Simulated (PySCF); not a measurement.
Molecule: SMILES CCCN, C3H9N.

Bonds (- single, = double, # triple, : aromatic): C1-C2, C2-C3, C3-N4. C1 carries H5, H6, H7; C2 carries H8, H9; C3 carries H10, H11; N4 carries H12, H13.

Coordinates of the point at 0° (Å):
```xyz
13

C     1.751    0.217    0.472
C     0.487    0.185   -0.381
C    -0.754   -0.380    0.349
N    -0.462   -0.773    1.720
H     2.543    0.731   -0.070
H     1.561    0.740    1.404
H     2.096   -0.787    0.703
H     0.682   -0.408   -1.277
H     0.268    1.203   -0.709
H    -1.174   -1.209   -0.245
H    -1.522    0.396    0.405
H     0.144   -1.585    1.734
H    -1.322   -1.024    2.196
```

The dihedral C1–C2–C3–N4 is held at the listed angle and the rest relaxed with GFN2-xTB; GIAO PBE0/pcSseg-1 (PySCF, gas phase, non-relativistic), single atoms without averaging; energies are PBE0/pcSseg-1 single points on these structures.

Shifts are taken against calculated references (same method and geometry level): TMS for ¹³C (186.93 ppm) and ¹H (31.72 ppm); NH3 for ¹⁵N (267.73 ppm).

Problem. How do the shifts follow the torsion?

Solution. 
```tsv
angle (°)	E rel. (kcal/mol)	C3	N4	H6	H7	H8	H9	H10	H11
0	5.4	41.3	30.1	1.87	0.68	1.55	1.84	3.31	2.88
30	3.0	43.6	31.4	1.63	0.55	1.35	1.84	3.21	2.88
60	0.3	47.9	34.9	1.17	0.50	1.38	1.65	3.00	2.90
90	1.8	49.0	37.1	1.05	0.77	1.75	1.46	2.84	3.07
120	3.7	49.3	40.2	0.95	0.86	2.09	1.16	2.71	3.12
150	2.0	50.5	41.2	0.81	0.80	2.02	0.96	2.79	3.00
180	0.1	51.2	39.5	0.87	0.86	1.74	1.21	3.06	2.69
210	1.5	49.7	40.4	0.92	0.94	1.48	1.63	3.34	2.33
240	3.5	48.6	41.9	0.90	1.20	1.20	1.78	3.50	2.13
270	1.8	49.3	39.5	0.78	1.66	1.02	1.64	3.54	2.26
300	0.0	48.0	36.9	0.60	2.19	1.24	1.53	3.43	2.51
330	2.6	44.1	34.5	0.91	1.41	1.58	1.57	3.31	2.75
```

Problem. Weight the points by Boltzmann factors at 298 K (these energies, one coordinate only). How far do the averages lie from the lowest point?

Solution. C3 49.1 (lowest point 48.0), N4 37.5 (lowest point 36.9), H6 0.84 (lowest point 0.60), H7 1.28 (lowest point 2.19), H8 1.46 (lowest point 1.24), H9 1.45 (lowest point 1.53), H10 3.20 (lowest point 3.43), H11 2.66 (lowest point 2.51) ppm. The lowest point, 300°, carries 37 % of the weight. A 30° grid can miss a minimum, and energy differences under about 1 kcal/mol are within the error of this level.
